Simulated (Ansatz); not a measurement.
# Ru: the order of phases at one pressure

Aim: bring Ru in several structures (fcc, bcc, hcp, beta tin, diamond, omega) to one pressure and rank them by enthalpy. The pressure is set by scaling the first phase. The runs shown use PAW.

Computed with Ansatz 0.2.0 (DFT, PBE, PAW with Ansatz's default frozen-core files, scalar-relativistic, unless a step's input says otherwise).

### Step 1. The system as given

Symmetry: Fm-3m, No. 225, cubic system. Conventional cell: a = 3.805 Å, b = 3.805 Å, c = 3.805 Å, α = 90.00°, β = 90.00°, γ = 90.00°. Ru (site symmetry m-3m) is surrounded by 12 Ru at 2.69 Å.

As a file:

```
CELL_PARAMETERS angstrom
0.00000 1.90231 1.90231
1.90231 0.00000 1.90231
1.90231 1.90231 0.00000
ATOMIC_POSITIONS crystal
Ru 0.00000 0.00000 0.00000
```

### Step 2. Cell relaxed at zero pressure, PAW

The input, input.yaml:

```yaml
crystal:
  lattice:
    - [0.0, 1.9023056037, 1.9023056037]
    - [1.9023056037, 0.0, 1.9023056037]
    - [1.9023056037, 1.9023056037, 0.0]
  atoms:
    - { symbol: Ru, position: [0.0, 0.0, 0.0] }
kpoints:
  mp_grid: { grid: [18, 18, 18] }
scf:
  occupations: { method: fermi_dirac, width: 0.1 }
hamiltonian:
  xc: pbe
  pseudopotentials: { kind: paw }
output:
  forces: true
  stress: true
relax:
  f_tol: 0.005
  max_steps: 40
  cell: {}
```

On the command line:

```
$ ansatz run input.yaml --threads 2 --pin off --max-ram 5120MiB --backend cpu --events-out ev --progress --plain --runs-dir out
```

After this run come: Volume scaled by 0.888, to set the pressure, PAW; Fcc relaxed under pressure, PAW; Bcc relaxed under pressure, PAW; Hcp relaxed under pressure, PAW; Beta tin relaxed under pressure, PAW; Diamond relaxed under pressure, PAW; Omega relaxed under pressure, PAW.

What does the calculation give? Wanted: pressure; lowest.

The runs gave:

| quantity | value |
| --- | --- |
| pressure | 48 GPa |
| lowest (PAW) | hcp, 121.7 meV/atom under fcc |

**Reading.** By PAW the order is hcp < fcc < omega < bcc < beta tin < diamond. Only these structures were tried, with electrons smeared by 0.1 eV and without vibrations, so the true ground state may be another. The k meshes differ between phases and weren't tested, which can move differences by some meV.
